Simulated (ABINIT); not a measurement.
The system is Hf.

```xyz
1
Lattice="-1.8050 1.8050 1.8050 1.8050 -1.8050 1.8050 1.8050 1.8050 -1.8050" Properties=species:S:1:pos:R:3 pbc="T T T"
Hf    0.0000    0.0000    0.0000
```

This isn't the form of Hf at room conditions, which is hcp.

Base run:

* Program: ABINIT 10.8.3 (patched build)
* Functional: r2SCAN
* Potentials or basis: PseudoDojo NC SR PBE v0.4.1 standard
* Cutoff: 952 eV
* k mesh: 10 × 10 × 10
* Occupations: fermi-dirac, width 0.05 eV
* Spin: no spin polarisation

Its results: band gap on the k mesh none (metal or under the smearing width); pressure -6.9 GPa.

The run is repeated on the same cell with these changes: potentials or basis from PseudoDojo NC SR PBE v0.4.1 standard to JTH PAW PBE v2.0; cutoff from 952 eV to 626 eV. What comes out?

Band gap on the k mesh none (metal or under the smearing width); pressure -5.5 GPa.

Caveats: a meta-GGA on potentials with a model core is unreliable (some runs); the potentials were made for another functional, which shifts forces and pressure (some runs); the PAW data sets were made with another functional, which shifts forces and pressure a little (some runs).
